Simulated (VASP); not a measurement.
Input of a VASP 6.6.1 run:

Contents of INCAR:

```
SYSTEM = BN
  PREC = Accurate
  ENCUT = 600
  EDIFF = 1E-7
  ISMEAR = 0
  SIGMA = 0.03
  LREAL = .False.
  LASPH = .True.
  NELM = 80
  ALGO = Fast
  ISIF = 2
  LWAVE = .False.
  LCHARG = .False.
  GGA = PS
  IBRION = 2
  NSW = 40
  EDIFFG = -0.01
```

The input KPOINTS:

```
Automatic mesh
0
Gamma
  14 14 14
  0 0 0
```

POSCAR

```
BN                                      
1.0
    0.0000000000      1.8270515332      1.8270515332
    1.8270515332      0.0000000000      1.8270515332
    1.8270515332      1.8270515332      0.0000000000
  B               N             
     1     1
Direct
     0.0000000000000000    0.0000000000000000    0.0000000000000000
     0.2500000000000000    0.2500000000000000    0.2500000000000000
```

Potentials or basis: VASP PAW PBE potentials, release 64 (B, N).

Run with:

```sh
$ cat potpaw_PBE.64/B/POTCAR potpaw_PBE.64/N/POTCAR > POTCAR
$ mpirun -np 1 vasp_std > vasp.out
```

Predict the band gap on the k mesh.

4.24 eV, indirect (least direct gap 8.61 eV).

Final structure:
```
CELL_PARAMETERS angstrom
0.00000 1.82705 1.82705
1.82705 0.00000 1.82705
1.82705 1.82705 0.00000
ATOMIC_POSITIONS crystal
B 0.00000 0.00000 0.00000
N 0.25000 0.25000 0.25000
```

Caveat: the relaxation stopped at its first step, so nothing moved. A k mesh can miss the band edges.
